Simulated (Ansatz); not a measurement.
This was printed by a script on Ansatz's Python interface, for a comparison of functionals at one structure of SnO, space group Pmn2_1. What did the script look like? Settings (first run): PBEsol, PAW, the default cutoff (420 eV here), 4×2×3 k-points, fixed occupations. The script varies functional: pbesol, blyp, lda.

```cif
data_structure
_symmetry_space_group_name_H-M 'P 1'
_symmetry_Int_Tables_number 1
_cell_length_a 3.3550
_cell_length_b 5.6741
_cell_length_c 4.2220
_cell_angle_alpha 90.000
_cell_angle_beta 90.000
_cell_angle_gamma 90.000
_cell_volume 80.37
loop_
_atom_site_label
_atom_site_type_symbol
_atom_site_fract_x
_atom_site_fract_y
_atom_site_fract_z
_atom_site_occupancy
Sn1 Sn 0.00000 0.23191 0.51314 1
Sn2 Sn 0.50000 0.76809 0.01314 1
O1 O 0.00000 0.89125 0.73686 1
O2 O 0.50000 0.10875 0.23686 1
```

Running `python xc_sno.py` prints:
```text
DeckWarning: basis.ecutwfc = 420 eV, auto-derived from the records' recommended cutoffs: set by Sn (normal level)
functional      F/atom (eV)    iterations    gap by band count (eV)    k-points
pbesol           -3255.2534             7                    1.6156          12
blyp             -3304.9867             7                    1.8583          12
lda              -3217.3201             7                    1.6503          12
```
(Warnings from the package without file and line.)

The script that was run (others could print the same):

Script `xc_sno.py`:
```python
import ansatz as az
from tabulate import tabulate

lattice = az.Lattice.of(
    (3.355005, 0.0, 0.0),
    (0.0, 5.674104, 0.0),
    (0.0, 0.0, 4.22197),
)
sites = [
    ('Sn', (0.0, 0.231909, 0.513144)),
    ('Sn', (0.5, 0.768091, 0.013144)),
    ('O', (0.0, 0.89125, 0.736857)),
    ('O', (0.5, 0.10875, 0.236857)),
]
structure = az.Crystal(lattice=lattice)
for symbol, position in sites:
    structure = structure.atom(symbol, position)

calculation = (
    structure.calculation()
    .kpoints(length=14)
    .occupations('Fixed')
    .band_table()
)

rows = []
for value in ['pbesol', 'blyp', 'lda']:
    r = calculation.functional(value).run(threads=1).report
    rows.append((value, r['free_energy_ev'] / len(r['lattice']['sites']), r['n_iterations'], r['gap_by_band_count_ev'], r['n_kpoints']))

print(tabulate(rows, headers=['functional', 'F/atom (eV)', 'iterations', 'gap by band count (eV)', 'k-points'], floatfmt='.4f', tablefmt='plain'))
```

Notes:
- Along an axis with an odd division the mesh misses the point at one half; a gap read on a finite mesh is an upper bound on this functional's gap.
- Semilocal gaps usually lie well under measured ones.
- Energy and stress may still move on a finer k-point mesh.
- This cell is a computed structure, which may not be the phase found in nature.
- Gaps and levels are Kohn-Sham values on a finite set of k-points, without spin-orbit coupling.
- Total energies of different functionals can't be compared; pressures, moments and gaps at this one structure can.
- Timing: 5.3 s on 1 thread of Arm Neoverse V2, with other jobs on the host, peak memory 0.35 GiB.

(Lines on the test bed's own set-up are left out of the output.)
